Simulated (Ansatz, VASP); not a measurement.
Two plane-wave programs on Ge

```
Ge
1.0
     1.48805   -2.59469    0.00000
     1.48805    2.59469    0.00000
     0.00000    0.00000    4.72760
Ge
2
Direct
  0.66655 0.33345 0.25000
  0.33345 0.66655 0.75000
```

This isn't the form of Ge at room conditions, which is diamond.

Alike in both runs: task single point; functional LDA; k mesh 20 × 20 × 12; occupations gaussian, width 0.15 eV; no spin polarisation.

|  | VASP | Ansatz |
| --- | --- | --- |
| version | VASP 6.6.1 | Ansatz 0.2.0 |
| potentials or method | VASP PAW LDA potentials, release 64 (Ge_d) | scalar-relativistic, plane waves, PAW |
| plane-wave cutoff (eV) | 520 | 420 |
| valence electrons in the cell | 28 | 28 |

|  | VASP | Ansatz | Ansatz less VASP |
| --- | --- | --- | --- |
| gap on the k mesh at the Fermi level (eV) | none | none | - |
| pressure (GPa) | -1.3 | -1.3 | +0.06 |
| largest component of the traceless stress (GPa) | 1.20 | 1.20 | -0.004 |

A gap of «none» marks a metal or a gap that the smearing closes.
